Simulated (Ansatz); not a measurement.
NaI in the zincblende structure, relaxed with r2SCAN, was run in the plane-wave code Ansatz under altered settings. All numbers are computed, without spin polarisation but where a row says otherwise.

```
CELL_PARAMETERS angstrom
0.00000 3.54319 3.54319
3.54319 0.00000 3.54319
3.54319 3.54319 0.00000
ATOMIC_POSITIONS crystal
Na 0.00000 0.00000 0.00000
I 0.25000 0.25000 0.25000
```

The base run's other keys:
```yaml
kpoints:
  mp_grid: { grid: [4, 4, 4] }
hamiltonian:
  xc: r2scan
scf:
  occupations: { method: fixed }
  n_extra_bands: 4
```

It takes 6 iterations with 2229 plane waves at 500 eV and 8 k points, and leaves a mean stress of +0.02 GPa. The gap over this mesh is 4.419 eV. It ran on 4 threads of Arm Neoverse N1 (shared host).

Outcomes, with energy and stress as changes against the base:

| setting | outcome | ΔF (meV/atom) | Δ mean stress (GPa) | gap on the mesh (eV) | iterations | wall time |
| --- | --- | --- | --- | --- | --- | --- |
| scf.convergence.dr2_threshold: 1e-12 | converged | 0.0 | 0.00 | 4.419 | 8 | 2.7 s |
| scf.occupations: methfessel_paxton 0.2 | converged | 0.0 | 0.00 | 4.419 | 5 | 2.3 s |
| scf.mixing.ndim: 2 | converged | 0.0 | 0.00 | 4.419 | 7 | 2.6 s |
| kpoints.mp_grid.shift: [0, 0, 0.5] | converged, warned | -0.4 | -0.01 | 4.789 | 6 | 3.1 s |
| hamiltonian.dispersion: d3bj | converged, warned | -92 | -0.35 | 4.419 | 6 | 2.5 s |
| basis.xc_grid: 1 | converged | 0.0 | 0.00 | 4.419 | 6 | 1.8 s |
| scf.occupations: fermi_dirac 0.001 | converged | 0.0 | 0.00 | 4.419 | 6 | 2.5 s |
| scf.mixing.beta: 1.0 | converged | 0.0 | 0.00 | 4.419 | 6 | 2.5 s |
| hamiltonian.pseudopotentials: nc (cutoff then 1250 eV) | converged | – | -0.01 | 4.420 | 8 | 6.8 s |
| scf.convergence.dr2_threshold: 0.0001 | converged, warned | 0.0 | 0.0 | 4.419 | 6 | 2.5 s |
| scf.occupations: gaussian 0.001 | converged | 0.0 | 0.00 | 4.419 | 6 | 2.5 s |
| scf.occupations: tetrahedron | converged, warned | 0.0 | – | 4.419 | 5 | 2.3 s |
| kpoints.mp_grid.grid: [8, 8, 1] | converged, warned | +223 | +1.34 | 4.359 | 6 | 4.3 s |

A dash marks a value that wasn't obtained or can't be compared. Stress is positive in compression. Its mean hides that meshes of lower symmetry stress the axes unequally. The base took 2.5 s.

- kpoints.mp_grid.shift: [0, 0, 0.5]. The free energy moves by -0.4 meV an atom, the mean stress by -0.01 GPa and the gap on the mesh by +0.370 eV (to 4.789). The mesh breaks the crystal's symmetry, so the stress, and any force that symmetry no longer fixes, lose it too. The gap changes mostly because other points are sampled; a mesh that misses a band edge overestimates it. Warned: symmetry narrowed by mesh.
- hamiltonian.dispersion: d3bj. The free energy moves by -92 meV an atom, the mean stress by -0.35 GPa and the gap on the mesh by 0.000 eV (to 4.419). A pairwise correction adds to energy, forces and stress and leaves the bands alone. Warned: dispersion damping borrowed.
- scf.convergence.dr2_threshold: 0.0001. It converges in 6 iterations, as the base does. Even so loose a threshold leaves the results unchanged here, which can't be counted on. Warned: force scf threshold loose, stress scf threshold loose.
- scf.occupations: tetrahedron. Energy, stress and gap stay within 1 meV an atom, 0.1 GPa and 0.005 eV of the base. Warned: band table not solved further, tetrahedron derivatives may miss energy slope.
- kpoints.mp_grid.grid: [8, 8, 1]. The free energy moves by +223 meV an atom, the mean stress by +1.34 GPa and the gap on the mesh by -0.060 eV (to 4.359). The mesh breaks the crystal's symmetry, so the stress, and any force that symmetry no longer fixes, lose it too. The mesh is too coarse. Warned: symmetry narrowed by mesh.

Within 1 meV an atom, 0.1 GPa and 0.005 eV of the base stay: scf.convergence.dr2_threshold: 1e-12; scf.occupations: methfessel_paxton 0.2; scf.mixing.ndim: 2; basis.xc_grid: 1; scf.occupations: fermi_dirac 0.001; scf.mixing.beta: 1.0; scf.convergence.dr2_threshold: 0.0001; scf.occupations: gaussian 0.001; scf.occupations: tetrahedron.

Spin-orbit coupling is left out, which matters wherever the heavy atoms make up the band edges.
